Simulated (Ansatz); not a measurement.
# Cu (hcp)

Computed with Ansatz (plane waves, PAW, 500 eV cutoff): r²SCAN, scalar-relativistic, no spin polarisation, 18×18×10 k-mesh, Gaussian smearing of 0.05 eV. The datasets are Ansatz's generated set soft_2.

```cif
data_structure
_symmetry_space_group_name_H-M 'P6_3/mmc'
_symmetry_Int_Tables_number 194
_cell_length_a 2.5315
_cell_length_b 2.5315
_cell_length_c 4.1276
_cell_angle_alpha 90.000
_cell_angle_beta 90.000
_cell_angle_gamma 120.000
_cell_volume 22.91
loop_
_atom_site_label
_atom_site_type_symbol
_atom_site_symmetry_multiplicity
_atom_site_Wyckoff_symbol
_atom_site_fract_x
_atom_site_fract_y
_atom_site_fract_z
_atom_site_occupancy
Cu1 Cu 2 d 0.33333 0.66667 0.75000 1
```

At room temperature and ambient pressure Cu is fcc.

Q: Which orbitals carry the states at the Fermi level, and how many states are there?

A: Within 0.1 eV of it: Cu 4s 56 %, Cu 3d 44 % (shares among the projected shells, which hold 74 % of the states there). The density of states at the Fermi level is about 0.63 states/eV per cell, averaged over 0.3 eV.

Density of states (tetrahedra, averaged over 0.5 eV; states/eV per cell of 2 atoms; energy in eV from the Fermi level; projections on Löwdin-orthogonalised atomic orbitals, summed over sites):

```tsv
E	total	Cu 3d	Cu 4s
-6.60	0.4	0.1	0.3
-6.10	0.5	0.2	0.4
-5.60	0.9	0.5	0.4
-5.10	2.1	1.6	0.4
-4.60	3.5	3.3	0.2
-4.10	4.5	4.3	0.1
-3.60	4.5	4.3	0.1
-3.10	7.8	7.5	0.2
-2.60	5.4	5.2	0.1
-2.10	6.1	6.0	0.1
-1.60	5.3	5.1	0.1
-1.10	0.7	0.5	0.2
-0.60	0.6	0.3	0.3
-0.10	0.6	0.2	0.3
0.40	0.5	0.1	0.2
0.90	0.5	0.1	0.2
1.40	0.5	0.1	0.2
1.90	0.5	0.1	0.2
2.40	0.5	0.1	0.2
2.90	0.4	0.0	0.1
3.40	0.3	0.0	0.1
3.90	0.3	0.0	0.1
```
